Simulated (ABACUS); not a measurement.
Fe:

```xyz
1
Lattice="-1.4430 1.4430 1.4430 1.4430 -1.4430 1.4430 1.4430 1.4430 -1.4430" Properties=species:S:1:pos:R:3 pbc="T T T"
Fe    0.0000    0.0000    0.0000
```

Base run:

* Program: ABACUS 3.10.1
* Functional: RPBE
* Potentials or basis: GBRV ultrasoft 1.5 PBE
* Cutoff: 544 eV
* Density cutoff: 4354 eV
* Basis: plane waves
* k mesh: 10 × 10 × 10
* Occupations: fermi-dirac, width 0.05 eV
* Spin: collinear spin, ferromagnetic start
* Starting moments: [3.0] μB

Its results: band gap on the k mesh none (metal or under the smearing width); pressure -4.6 GPa; net moment 2.28 μB per cell.

Task: The run is repeated on the same cell with these changes: functional from RPBE to B86bPBE; potentials or basis from GBRV ultrasoft 1.5 PBE to SG15 ONCV 1.2 PBE; cutoff from 544 eV to 1225 eV; density cutoff from 4354 eV to 4898 eV. What comes out?

Result: Band gap on the k mesh none (metal or under the smearing width); pressure -7.0 GPa; net moment 2.29 μB per cell.

Caveats: the potentials were made for another functional, which shifts forces and pressure.
